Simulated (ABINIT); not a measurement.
Crystal: P.

```xyz
4
Lattice="1.6477 -5.4650 0.0000 1.6477 5.4650 0.0000 0.0000 0.0000 4.5436" Properties=species:S:1:pos:R:3 pbc="T T T"
P     1.6477   -4.4173    2.6754
P     1.6477    4.4173    1.8683
P     1.6477   -1.0477    0.4035
P     1.6477    1.0477    4.1401
```

| Property | Result |
| --- | --- |
| Program | ABINIT 10.8.3 (patched build) |
| Task | relaxation of cell and atoms |
| Functional | LDA |
| Potentials or basis | PseudoDojo NC SR LDA v0.4.1 standard |
| Cutoff | 490 eV |
| k mesh | 6 × 6 × 4 |
| Occupations | fermi-dirac, width 0.05 eV |
| Spin | no spin polarisation |

At the start: pressure -2.2 GPa; volume 20.46 Å³/atom.

Task: Where does the relaxation end?

Result: Over 24 steps the energy falls by 39.4 meV/atom and the volume is 17.04 Å³/atom (-16.7 %); space group Cmce (No. 64, to 0.05 Å).

The path:
| step | energy change (eV) | largest force (eV/Å) | pressure (GPa) | volume (Å³) |
| --- | --- | --- | --- | --- |
| 1 | 0.0000 | 0.1861 | -2.22 | 81.83 |
| 2 | -0.0090 | 0.1944 | -1.91 | 81.28 |
| 3 | -0.0252 | 0.4151 | -1.29 | 73.66 |
| 4 | -0.0733 | 0.2935 | 0.73 | 73.66 |
| 5 | -0.0858 | 0.0900 | -0.05 | 74.32 |
| 6 | -0.1010 | 0.0527 | -0.34 | 74.08 |
| 7 | -0.1366 | 0.2138 | -0.47 | 71.25 |
| 8 | -0.1492 | 0.0935 | -0.58 | 69.14 |
| 9 | -0.1514 | 0.1153 | 0.65 | 68.45 |
| 10 | -0.1530 | 0.0451 | 0.30 | 68.65 |
| 11 | -0.1547 | 0.0138 | 0.22 | 68.43 |
| 12 | -0.1558 | 0.0295 | 0.22 | 68.27 |
| 13 | -0.1561 | 0.1150 | -0.35 | 68.08 |
| 14 | -0.1576 | 0.0120 | 0.00 | 68.04 |
| 15 | -0.1576 | 0.0065 | 0.01 | 68.09 |
| 16 | -0.1576 | 0.0188 | 0.11 | 68.10 |
| 17 | -0.1576 | 0.0040 | 0.01 | 68.09 |
| 18 | -0.1576 | 0.0030 | 0.02 | 68.10 |
| 19 | -0.1576 | 0.0018 | 0.03 | 68.12 |
| 20 | -0.1576 | 0.0020 | 0.02 | 68.14 |
| 21 | -0.1576 | 0.0060 | -0.02 | 68.19 |
| 22 | -0.1576 | 0.0014 | 0.01 | 68.16 |
| 23 | -0.1576 | 0.0011 | 0.01 | 68.17 |
| 24 | -0.1576 | 0.0001 | 0.00 | 68.18 |

Final structure:
```
P
1.0
     1.67353   -5.03588    0.00000
     1.67353    5.03588    0.00000
     0.00000    0.00000    4.04476
P
4
Direct
  0.89254 0.10746 0.56811
  0.10746 0.89254 0.43189
  0.60746 0.39254 0.06811
  0.39254 0.60746 0.93189
```

Caveat: the volume moved by over 15 % at a fixed basis, so the end points are rough.
